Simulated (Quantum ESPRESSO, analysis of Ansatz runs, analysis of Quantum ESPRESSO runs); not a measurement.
# Substitutional Se in Si: charge-transition level, PBEsol (Quantum ESPRESSO)

Aim: the charge-transition level of substitutional Se in Si, to be set beside the measurement. Set-up: PBEsol, GBRV 1.5 PBEsol, 64-site cell, PBEsol lattice, k: the zone centre alone then 2x2x2 shifted, dielectric constants 11.7 and 11.7 (handbook). The model is a cell of 64 host atoms with 1 Si taken out and 1 Se put in. The level is the Fermi energy at which two charge states have equal formation energy, after a correction for the images of the charge. A local or semilocal functional is the cheapest first rung.

**The experiment.** (+1/0) level below the conduction-band bottom, printed as 307 meV: 0.307 eV, by binding energy of Se0 quoted from literature (method not stated in this paper) (quoted in “Spin relaxation and donor-acceptor recombination of Se+ in 28-silicon”, 2015, R. Lo Nardo et al., quoting earlier work (1984)). (+2/+1) level below the conduction-band bottom, printed as 593 meV: 0.593 eV, by thermal ionisation energy of Se+ quoted from literature (method not stated in this paper) (quoted in “Spin relaxation and donor-acceptor recombination of Se+ in 28-silicon”, 2015, R. Lo Nardo et al., quoting earlier work (1982)). The runs below try to reproduce this.

Calculated with Quantum ESPRESSO 7.5; Quantum ESPRESSO plane-wave DFT, PBEsol, GBRV 1.5 PBEsol potentials; relaxation of all atoms of a defect supercell.

## (1) The structure

The cell holds 64 atoms: 63 Si and 1 Se. Its edges and angles: a = 10.865 Å, b = 10.865 Å, c = 10.865 Å, α = 90.0°, β = 90.0°, γ = 90.0°. It derives from Si (space group Fd-3m). Nearest the centre at fractional (0.375, 0.375, 0.375): Se8 at 0.05 Å, Si4 at 2.34 Å, Si49 at 2.35 Å, Si42 at 2.36 Å, Si27 at 2.37 Å, Si53 at 3.80 Å, Si5 at 3.81 Å, Si37 at 3.81 Å. The cell carries charge +2.

The host's primitive cell comes from a first run (Quantum ESPRESSO plane-wave DFT, PBEsol, GBRV 1.5 PBEsol potentials; relaxation of cell and atoms of a defect-free cell): vectors of 3.841, 3.841 and 3.841 Å. That is 20.04 Å³ an atom, 0.1 % over the diffraction cell's volume. The supercell is built on it.

## (2) Relaxation, charge +2

Every later number rests on the structure around the defect, so the atoms are relaxed at the host's lattice first.

The input, pw.in:

```
&CONTROL
  calculation = 'relax'
  prefix = 'pwscf'
  outdir = './tmp'
  pseudo_dir = './pseudo'
  tprnfor = .true.
  disk_io = 'low'
  nstep = 70
  forc_conv_thr = 0.00078
  etot_conv_thr = 0.0001
/
&SYSTEM
  ibrav = 0
  nat = 64
  ntyp = 2
  ecutwfc = 45
  ecutrho = 360
  nbnd = 132
  occupations = 'smearing'
  smearing = 'fd'
  degauss = 0.00073499
  tot_charge = 2
  nosym = .true.
/
&ELECTRONS
  conv_thr = 6d-08
  electron_maxstep = 100
  mixing_beta = 0.5
/
&IONS
  ion_dynamics = 'bfgs'
/
ATOMIC_SPECIES
Si    28.0850 si_pbesol_v1.uspp.F.UPF
Se    78.9710 se_pbesol_v1.uspp.F.UPF
CELL_PARAMETERS angstrom
  10.8653347865    0.0000000000    0.0000000000
   0.0000000000   10.8653347865    0.0000000000
   0.0000000000    0.0000000000   10.8653347865
ATOMIC_POSITIONS crystal
Si     0.0017649436    0.0003018228    0.2457608541
Si    -0.0024559470    0.2463750024   -0.0014156969
Si     0.2527070253   -0.0004094294   -0.0036987649
Si     0.2506310190    0.2540277510    0.2478656342
Si     0.1267990095    0.1279656928    0.3719759776
Si     0.1220289887    0.3775652420    0.1274018963
Si     0.3728845260    0.1209248165    0.1246931938
Se     0.3761259639    0.3705722115    0.3744492051
Si     0.0010726276   -0.0005490712    0.7544412241
Si    -0.0013787992    0.2460122187    0.4981634288
Si     0.2540128049   -0.0005621616    0.5021812500
Si     0.2484127895    0.2490797716    0.7542202397
Si     0.1264017117    0.1206414098    0.8754630078
Si     0.1241178674    0.3711578182    0.6226259820
Si     0.3713228292    0.1224755558    0.6261322885
Si     0.3734257899    0.3714997064    0.8724610459
Si     0.0042317675    0.5012771808    0.2487203775
Si     0.0014363507    0.7540194900    0.0017196155
Si     0.2491631377    0.4956499765   -0.0012463698
Si     0.2504884698    0.7545579037    0.2504042176
Si     0.1294460710    0.6259465059    0.3742837180
Si     0.1228571309    0.8741209407    0.1289764114
Si     0.3714065747    0.6221941047    0.1243749188
Si     0.3707585044    0.8733207236    0.3756051660
Si     0.0012437416    0.4960446602    0.7519962151
Si    -0.0000242488    0.7460946945    0.5024340257
Si     0.2488031489    0.4977187743    0.5038131401
Si     0.2481664339    0.7486203886    0.7539888831
Si     0.1265496059    0.6225066194    0.8714562371
Si     0.1213961441    0.8742229816    0.6277540780
Si     0.3756964206    0.6292531900    0.6266130262
Si     0.3766185054    0.8790686939    0.8735848495
Si     0.4975987295    0.0006433603    0.2461274726
Si     0.5024290402    0.2515538631   -0.0035863287
Si     0.7526119507   -0.0037873937    0.0000992125
Si     0.7500134588    0.2521140393    0.2540874365
Si     0.6236879651    0.1282010781    0.3780344924
Si     0.6272031528    0.3728547027    0.1215765080
Si     0.8737908532    0.1205669934    0.1252507930
Si     0.8733091058    0.3776049074    0.3783958526
Si     0.5023577912   -0.0033402976    0.7478881966
Si     0.5028008101    0.2532637309    0.5016370719
Si     0.7457780807   -0.0013735253    0.4987895016
Si     0.7494805721    0.2470354909    0.7534811436
Si     0.6250067121    0.1282306049    0.8717228629
Si     0.6275522265    0.3757220762    0.6287604822
Si     0.8775763971    0.1221523790    0.6224643121
Si     0.8748068266    0.3751864306    0.8795939534
Si     0.4993399112    0.4969146936    0.2466501272
Si     0.4987303652    0.7532866291   -0.0029601651
Si     0.7504337669    0.4956519085   -0.0014430619
Si     0.7455095264    0.7493861080    0.2492029655
Si     0.6215095387    0.6226924426    0.3730847091
Si     0.6289227713    0.8727793633    0.1240741930
Si     0.8793714961    0.6254155093    0.1263761737
Si     0.8762922303    0.8749940717    0.3794166261
Si     0.5025473583    0.4986879392    0.7536008253
Si     0.5042907168    0.7513178332    0.5010146653
Si     0.7485839448    0.5025609715    0.4964485646
Si     0.7533480448    0.7528637310    0.7513289549
Si     0.6206962304    0.6234215126    0.8754030203
Si     0.6243209729    0.8770173143    0.6290799321
Si     0.8758348691    0.6205949838    0.6260369697
Si     0.8730586955    0.8778854434    0.8780136413
K_POINTS gamma
```

Command:

```
OMP_NUM_THREADS=1 mpirun -n 4 pw.x -in pw.in > pw.out
```

Output:

```text
This program is part of the open-source Quantum ESPRESSO suite
     for quantum simulation of materials; please cite
         "P. Giannozzi et al., J. Phys.:Condens. Matter 21 395502 (2009);
         "P. Giannozzi et al., J. Phys.:Condens. Matter 29 465901 (2017);
         "P. Giannozzi et al., J. Chem. Phys. 152 154105 (2020);
          URL
     in publications or presentations arising from this work. More details at

     gamma-point specific algorithms are used

     Subspace diagonalization in iterative solution of the eigenvalue problem:
     a serial algorithm will be used

     --------------------
     sticks:   dense  smooth     PW     G-vecs:    dense   smooth      PW
     Min        3014    1505    371               249459    88208   10964
     Max        3016    1508    374               249462    88211   10970
     Sum       12061    6025   1489               997841   352839   43867

     Using Slab Decomposition

     bravais-lattice index     =            0
     lattice parameter (alat)  =      20.5325  a.u.
     unit-cell volume          =    8656.1732 (a.u.)^3
     number of atoms/cell      =           64
     number of atomic types    =            2
     number of electrons       =       256.00
     number of Kohn-Sham states=          132
     kinetic-energy cutoff     =      45.0000  Ry
     charge density cutoff     =     360.0000  Ry
     scf convergence threshold =      6.0E-08
     mixing beta               =       0.5000
     number of iterations used =            8  plain     mixing
     energy convergence thresh.=      1.0E-04
     force convergence thresh. =      7.8E-04
     Exchange-correlation= SLA  PW   PSX  PSC
                           (   1   4  10   8   0   0   0)
     nstep                     =           70

     celldm(1)=  20.532507  celldm(2)=   0.000000  celldm(3)=   0.000000
     celldm(4)=   0.000000  celldm(5)=   0.000000  celldm(6)=   0.000000

     crystal axes: (cart. coord. in units of alat)
               a(1) = (   1.000000   0.000000   0.000000 )
               a(2) = (   0.000000   1.000000   0.000000 )
               a(3) = (   0.000000   0.000000   1.000000 )

     reciprocal axes: (cart. coord. in units 2 pi/alat)
               b(1) = (  1.000000  0.000000  0.000000 )
               b(2) = (  0.000000  1.000000  0.000000 )
               b(3) = (  0.000000  0.000000  1.000000 )

     PseudoPot. # 1 for Si read from file:
     si_pbesol_v1.uspp.F.UPF
     Pseudo is Ultrasoft + core correction, Zval =  4.0
     Generated by new atomic code, or converted to UPF format
     Using radial grid of  899 points,  6 beta functions with:
                l(1) =   0
                l(2) =   0
                l(3) =   1
                l(4) =   1
                l(5) =   2
                l(6) =   2
     Q(r) pseudized with  8 coefficients,  rinner =    0.900   0.900   0.900
                                                       0.900   0.900

     PseudoPot. # 2 for Se read from file:
     se_pbesol_v1.uspp.F.UPF
     Pseudo is Ultrasoft + core correction, Zval =  6.0
     Generated by new atomic code, or converted to UPF format
     Using radial grid of  877 points,  6 beta functions with:
                l(1) =   0
                l(2) =   0
                l(3) =   1
                l(4) =   1
                l(5) =   2
                l(6) =   2
     Q(r) pseudized with  8 coefficients,  rinner =    1.300   1.300   1.300
                                                       1.300   1.300

     atomic species   valence    mass     pseudopotential
     Si                4.00    28.08500     Si( 1.00)
     Se                6.00    78.97100     Se( 1.00)

     No symmetry found

   Cartesian axes

     site n.     atom                  positions (alat units)
         1        Si     tau(   1) = (   0.0017649   0.0003018   0.2457609  )
         2        Si     tau(   2) = (  -0.0024559   0.2463750  -0.0014157  )
         3        Si     tau(   3) = (   0.2527070  -0.0004094  -0.0036988  )
         4        Si     tau(   4) = (   0.2506310   0.2540278   0.2478656  )
         5        Si     tau(   5) = (   0.1267990   0.1279657   0.3719760  )
         6        Si     tau(   6) = (   0.1220290   0.3775652   0.1274019  )
         7        Si     tau(   7) = (   0.3728845   0.1209248   0.1246932  )
         8        Se     tau(   8) = (   0.3761260   0.3705722   0.3744492  )
         9        Si     tau(   9) = (   0.0010726  -0.0005491   0.7544412  )
        10        Si     tau(  10) = (  -0.0013788   0.2460122   0.4981634  )
        11        Si     tau(  11) = (   0.2540128  -0.0005622   0.5021813  )
        12        Si     tau(  12) = (   0.2484128   0.2490798   0.7542202  )
        13        Si     tau(  13) = (   0.1264017   0.1206414   0.8754630  )
        14        Si     tau(  14) = (   0.1241179   0.3711578   0.6226260  )
        15        Si     tau(  15) = (   0.3713228   0.1224756   0.6261323  )
        16        Si     tau(  16) = (   0.3734258   0.3714997   0.8724610  )
        17        Si     tau(  17) = (   0.0042318   0.5012772   0.2487204  )
[...]
57        Si     tau(  57) = (   0.5025474   0.4986879   0.7536008  )
        58        Si     tau(  58) = (   0.5042907   0.7513178   0.5010147  )
        59        Si     tau(  59) = (   0.7485839   0.5025610   0.4964486  )
        60        Si     tau(  60) = (   0.7533480   0.7528637   0.7513290  )
        61        Si     tau(  61) = (   0.6206962   0.6234215   0.8754030  )
        62        Si     tau(  62) = (   0.6243210   0.8770173   0.6290799  )
        63        Si     tau(  63) = (   0.8758349   0.6205950   0.6260370  )
        64        Si     tau(  64) = (   0.8730587   0.8778854   0.8780136  )

     number of k points=     1  Fermi-Dirac smearing, width (Ry)=  0.0007
                       cart. coord. in units 2pi/alat
        k(    1) = (   0.0000000   0.0000000   0.0000000), wk =   2.0000000

     Dense  grid:   498921 G-vectors     FFT dimensions: ( 125, 125, 125)

     Smooth grid:   176420 G-vectors     FFT dimensions: (  90,  90,  90)

     Initial potential from superposition of free atoms

     starting charge     257.9591, renormalised to     256.0000
     Starting wfcs are  256 randomized atomic wfcs

     Self-consistent Calculation

     iteration #  1     ecut=    45.00 Ry     beta= 0.50
     Davidson diagonalization with overlap
     ethr =  1.00E-02,  avg # of iterations =  2.0

     Threshold (ethr) on eigenvalues was too large:
     Diagonalizing with lowered threshold

     Davidson diagonalization with overlap
[...]
atom    7 type  1   force =     0.00011251   -0.00046804    0.00025695
     atom    8 type  2   force =     0.00031524    0.00008951   -0.00074838
     atom    9 type  1   force =    -0.00021245   -0.00025995    0.00014073
     atom   10 type  1   force =    -0.00023550   -0.00034801    0.00032495
     atom   11 type  1   force =     0.00022289    0.00019502    0.00044462
     atom   12 type  1   force =    -0.00027989   -0.00044656   -0.00001432
     atom   13 type  1   force =    -0.00050730   -0.00034784   -0.00007038
     atom   14 type  1   force =     0.00027343    0.00020313   -0.00019657
     atom   15 type  1   force =     0.00001269   -0.00009419   -0.00021055
     atom   16 type  1   force =    -0.00038161   -0.00054661    0.00009164
[...]
Total force =     0.003799     Total SCF correction =     0.000034
     Energy error            =      3.1E-05 Ry
     Gradient error          =      9.5E-04 Ry/Bohr

     number of scf cycles    =  22
     number of bfgs steps    =  21

     energy             old  =    -645.9607663889 Ry
     energy             new  =    -645.9607976896 Ry

     CASE: energy            _new < energy            _old

     new trust radius        =       0.0057369758 bohr
     new conv_thr            =       0.0000000006 Ry

ATOMIC_POSITIONS (crystal)
Si               0.0048702631        0.0044222016        0.2457866374
Si              -0.0018028226        0.2498497642       -0.0004566754
Si               0.2504668078       -0.0027564826       -0.0002083810
Si               0.2398590351        0.2393577727        0.2427279638
Si               0.1238314942        0.1231668033        0.3815698260
Si               0.1230510271        0.3734231466        0.1247536056
Si               0.3739518767        0.1224406950        0.1248961420
Se               0.3784005354        0.3776127194        0.3723542520
Si               0.0017419287        0.0011779579        0.7487127640
Si              -0.0036008966        0.2484854062        0.5011156134
Si               0.2490739351       -0.0043670502        0.5010909462
Si               0.2493204593        0.2487791071        0.7540687238
Si               0.1238533563        0.1229492943        0.8792495766
Si               0.1238694674        0.3680738881        0.6264545055
Si               0.3685072312        0.1232674734        0.6264647648
Si               0.3761357634        0.3755838308        0.8745151482
[...]
NEW-OLD atomic charge density approx. for the potential

     Self-consistent Calculation

     iteration #  1     ecut=    45.00 Ry     beta= 0.50
     Davidson diagonalization with overlap
     ethr =  1.00E-06,  avg # of iterations =  2.0

     Threshold (ethr) on eigenvalues was too large:
     Diagonalizing with lowered threshold

     Davidson diagonalization with overlap
     ethr =  2.10E-09,  avg # of iterations =  7.0

     total energy              =    -645.96082005 Ry
     estimated scf accuracy    <       0.00000734 Ry

     iteration #  2     ecut=    45.00 Ry     beta= 0.50
     Davidson diagonalization with overlap
     ethr =  2.87E-09,  avg # of iterations =  5.0

     total energy              =    -645.96081900 Ry
     estimated scf accuracy    <       0.00001243 Ry

     iteration #  3     ecut=    45.00 Ry     beta= 0.50
     Davidson diagonalization with overlap
     ethr =  2.87E-09,  avg # of iterations =  5.0

     total energy              =    -645.96082088 Ry
     estimated scf accuracy    <       0.00000456 Ry

     iteration #  4     ecut=    45.00 Ry     beta= 0.50
     Davidson diagonalization with overlap
     ethr =  1.78E-09,  avg # of iterations =  3.0

     total energy              =    -645.96082129 Ry
     estimated scf accuracy    <       0.00000038 Ry

     iteration #  5     ecut=    45.00 Ry     beta= 0.50
     Davidson diagonalization with overlap
     ethr =  1.50E-10,  avg # of iterations =  5.0

     total energy              =    -645.96082136 Ry
     estimated scf accuracy    <       0.00000006 Ry

     iteration #  6     ecut=    45.00 Ry     beta= 0.50
     Davidson diagonalization with overlap
     ethr =  2.51E-11,  avg # of iterations =  5.0

     total energy              =    -645.96082137 Ry
     estimated scf accuracy    <       0.00000002 Ry

     iteration #  7     ecut=    45.00 Ry     beta= 0.50
     Davidson diagonalization with overlap
     ethr =  8.01E-12,  avg # of iterations =  5.0

     total energy              =    -645.96082137 Ry
     estimated scf accuracy    <          1.7E-09 Ry

     iteration #  8     ecut=    45.00 Ry     beta= 0.50
     Davidson diagonalization with overlap
     ethr =  6.48E-13,  avg # of iterations =  4.0

     End of self-consistent calculation

          k = 0.0000 0.0000 0.0000 ( 21934 PWs)   bands (ev):

[...]
2.3056   2.3060   2.3064   2.3086   2.3112   2.3122   2.3892   2.3898
     2.4014   2.4018   2.4049   2.4229   2.4235   2.4266   2.4286   2.4293
     2.4302   2.5027   2.6338   2.6514   2.6517   2.6904   2.6905   3.2341
     3.2345   3.2513   3.3234   3.3453   3.3455   4.0374   4.0428   4.0447
     4.2457   4.2462   4.2524   4.2627   4.2670   4.2672   4.3228   4.3459
     4.3461   4.6573   4.6584   4.6949   4.7874   4.8129   4.8135   4.8658
     4.8664   4.8802   4.8970   4.9272   4.9276   4.9583   4.9584   4.9920
     5.0144   5.0151   5.0379   5.0389   5.0694   6.1077   6.1084   6.1220
     6.2601   6.7749   6.7940   6.7953

     the Fermi energy is     6.1931 ev

!    total energy              =    -645.96082137 Ry
     estimated scf accuracy    <          2.5E-10 Ry
     smearing contrib. (-TS)   =      -0.00002927 Ry
     internal energy E=F+TS    =    -645.96079210 Ry

     The total energy is F=E-TS. E is the sum of the following terms:
     one-electron contribution =     160.96938807 Ry
     hartree contribution      =      37.02634443 Ry
     xc contribution           =    -296.81846501 Ry
     ewald contribution        =    -547.13805959 Ry

     convergence has been achieved in   8 iterations

     Forces acting on atoms (cartesian axes, Ry/au):

[...]
atom   57 type  1   force =     0.00014432   -0.00012090   -0.00004040
     atom   58 type  1   force =    -0.00007003   -0.00041622    0.00016543
     atom   59 type  1   force =    -0.00005000   -0.00006583   -0.00012658
     atom   60 type  1   force =     0.00030469    0.00044046   -0.00000069
     atom   61 type  1   force =    -0.00015779    0.00004711   -0.00048085
     atom   62 type  1   force =    -0.00003214   -0.00027147    0.00032591
     atom   63 type  1   force =    -0.00016316    0.00019502    0.00000534
     atom   64 type  1   force =    -0.00021915   -0.00018821    0.00036243

     Total force =     0.003297     Total SCF correction =     0.000027
     Energy error            =      2.4E-05 Ry
     Gradient error          =      6.9E-04 Ry/Bohr

     bfgs converged in  23 scf cycles and  22 bfgs steps
     (criteria: energy <  1.0E-04 Ry, force <  7.8E-04 Ry/Bohr)

     End of BFGS Geometry Optimization

     Final energy             =    -645.9608213735 Ry

     File ./tmp/pwscf.bfgs deleted, as requested
Begin final coordinates

ATOMIC_POSITIONS (crystal)
[...]
Si               0.5020893485        0.5017128132        0.7487700085
Si               0.4987722468        0.7496709337        0.4997373900
Si               0.7501926646        0.4979320304        0.4999251675
Si               0.7498228973        0.7492499694        0.7512104184
Si               0.6247321537        0.6240620366        0.8776349146
Si               0.6248535199        0.8721264816        0.6246467566
Si               0.8726252733        0.6242143108        0.6246632568
Si               0.8756913500        0.8751619580        0.8743998252
End final coordinates

=------------------------------------------------------------------------------=
   JOB DONE.
=------------------------------------------------------------------------------=
```

The job ended after 20 min (4 MPI ranks of Arm Neoverse V2, shared host; peak memory 3.5 GiB).

(Part 1 of 6 ends here.)

[Logs are printed without paths, hosts, clocks, repeated set-up lines and the standing remarks that a program may print on its own settings, such as how far it seeks lower states.]

[Hosts, paths, dates, database ids (printed as entryN), source tags and the programs' standing remarks are cut or masked in the printed files.]

[For some hosts the program warned that the k-mesh of the response run may be too coarse for force constants and the static dielectric constant; such warnings are not shown here.]
